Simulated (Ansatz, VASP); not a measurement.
AlN: VASP beside Ansatz

The input INCAR:

```
SYSTEM = AlN
PREC = Accurate
ENCUT = 520
EDIFF = 1E-6
ISMEAR = 0
SIGMA = 0.05
LREAL = .False.
LASPH = .True.
NELM = 100
ALGO = Normal
ISIF = 2
LWAVE = .False.
LCHARG = .False.
GGA = PE
NBANDS = 16
```

File KPOINTS:

```
Automatic mesh
0
Gamma
  9 9 6
  0 0 0
```

POSCAR

```
AlN
1.0
    3.2806335874      0.0000000000      0.0000000000
   -1.6403167937      2.8411120272      0.0000000000
    0.0000000000      0.0000000000      3.9301990377
Al N
2 2
Direct
    0.3333333333      0.6666666667      0.7500000000
    0.6666666667      0.3333333333      0.2500000000
    0.3333333333      0.6666666667      0.2500000000
    0.6666666667      0.3333333333      0.7500000000
```

Input for Ansatz:

```yaml
crystal:
  lattice:
    - [3.2806335874, 0.0, 0.0]
    - [-1.6403167937, 2.8411120272, 0.0]
    - [0.0, 0.0, 3.9301990377]
  atoms:
    - { symbol: Al, position: [0.3333333333, 0.6666666667, 0.75] }
    - { symbol: Al, position: [0.6666666667, 0.3333333333, 0.25] }
    - { symbol: "N", position: [0.3333333333, 0.6666666667, 0.25] }
    - { symbol: "N", position: [0.6666666667, 0.3333333333, 0.75] }
basis:
  ecutwfc: 520.0
kpoints:
  mp_grid: { grid: [9, 9, 6] }
hamiltonian:
  xc: pbe
  pseudopotentials: { kind: paw, azcp: { folder: soft_1 } }
scf:
  occupations: { method: gaussian, width: 0.05 }
output:
  forces: true
  stress: true
  eigenvalues: true
```

Alike in both runs: task single point; functional PBE; k mesh 9 × 9 × 6; occupations gaussian, width 0.05 eV; no spin polarisation.

|  | VASP | Ansatz |
| --- | --- | --- |
| version | VASP 6.6.1 | Ansatz 0.2.0 |
| potentials or method | VASP PAW PBE potentials, release 64 (Al, N) | scalar-relativistic, plane waves, PAW |
| plane-wave cutoff (eV) | 520 | 520 |
| valence electrons in the cell | 16 | 16 |

|  | VASP | Ansatz | Ansatz less VASP |
| --- | --- | --- | --- |
| gap on the k mesh at the Fermi level (eV) | 3.99 | 3.98 | -0.012 |
| least direct gap on the mesh (eV) | 3.99 | 3.98 | -0.012 |
| pressure (GPa) | 19.6 | 19.7 | +0.12 |
| largest component of the traceless stress (GPa) | 8.69 | 8.51 | -0.185 |

With one functional, cell and mesh, what is left measures potentials, basis and numerics.

Caveats: so large a pressure means that the cell lies far from this level's equilibrium, or that cutoff or potentials fall short (VASP); an odd mesh through Γ misses points on the zone boundary, where band edges often lie.
